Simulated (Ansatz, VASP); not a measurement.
**Two plane-wave programs on ZnS**

```
CELL_PARAMETERS angstrom
0.00000 2.64016 2.64016
2.64016 0.00000 2.64016
2.64016 2.64016 0.00000
ATOMIC_POSITIONS crystal
Zn 0.25000 0.25000 0.25000
S 0.00000 0.00000 0.00000
```

Alike in both runs: functional r2SCAN; k mesh 10 × 10 × 10; occupations fermi-dirac, width 0.02 eV; no spin polarisation.

Ansatz relaxed the structure, and its values are those at the end. VASP's run is a single point on that final structure, the one shown.

```csv
,VASP,Ansatz
version,VASP 6.6.1,Ansatz 0.2.0
potentials or method,"VASP PAW PBE potentials, release 64 (Zn, S)",PAW plane waves
plane-wave cutoff (eV),520,500
valence electrons in the cell,18,18
```

Ansatz gave:

```
gap on the k mesh at the Fermi level (eV) : 2.99
pressure (GPa)                            : 5.5
```

Problem. Estimate VASP's values.

Solution. gap on the k mesh at the Fermi level (eV): 3.01; pressure (GPa): 5.5.

The functional is the same, so the differences come from potentials, cutoffs and numerics. Ansatz warned: «stress_scf_threshold_loose».

Caveats: the PAW data sets were made with another functional, which shifts forces and pressure a little (VASP). r2SCAN opens gaps a little over a GGA but as a rule still falls short of measured ones.
